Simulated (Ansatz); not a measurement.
Runs of Ansatz 0.2.0 on Mo. Symmetry: Im-3m, No. 229, cubic system. Conventional cell: a = 3.168 Å, b = 3.168 Å, c = 3.168 Å, α = 90.00°, β = 90.00°, γ = 90.00°. Around Mo (site symmetry m-3m) lie 8 Mo at 2.74 Å. 

```csv
task,level,potentials or basis,spin,U,cell,k mesh,cutoff (eV),smearing,double counting,points for each segment of the path,hubbard projectors,broadening,gap on the mesh (eV),pressure (GPa),moment (μB)
single point,PBE,Ansatz PAW,off,-,as given,12 × 12 × 12,420,fermi-dirac 0.05 eV,-,-,-,-,none,-1.9,-
single point,r2SCAN0+D3(BJ)-ATM,Ansatz NC,off,-,as given,9 × 9 × 9,1088,fermi-dirac 0.025 eV,-,-,-,-,none,-11.4,-
band structure,RPBE+U,Ansatz PAW,"collinear, random start",Mo d U = 1 eV,as given,12 × 12 × 12,420,cold 0.15 eV,fll,14,ortho-atomic (the default),-,none,(b),0.00
electron localisation function,wPBEh,Ansatz PAW earlier set,off,-,as given,8 × 8 × 8,500,gaussian 0.01 eV,-,-,-,-,(a),-4.6,-
single point,PBE,Ansatz PAW,off,-,cell strained at random at fixed volume,12 × 12 × 12,420,fermi-dirac 0.05 eV,-,-,-,-,none,-1.6,-
optical spectrum,PBE+D3(BJ)-ATM,Ansatz PAW,"collinear, ferromagnetic start",-,as given,12 × 12 × 12,420,gaussian 0.1 eV,-,-,-,0.1 eV,none,-,0.00
```

Task: Estimate the missing entries.

Result: (a) 0.41; (b) 1.9.

Caveats: pairwise dispersion overbinds metals, which lowers pressure and volume (some runs); the thresholds are loose for stress (some runs); the PAW data sets come from PBE, with cores solved anew for the run's functional, which leaves a small shift of forces and pressure (some runs); the starting moments weren't kept (some runs); the potentials were made for another functional, which shifts forces and pressure (some runs); the magnetic or orbital state may not be the lowest (some runs); the U is typed as a test and isn't derived for this compound (some runs).

A k mesh can miss the band edges, and the runs leave out spin-orbit coupling on Mo.

A gap of «none» marks a metal or a gap under the smearing width.
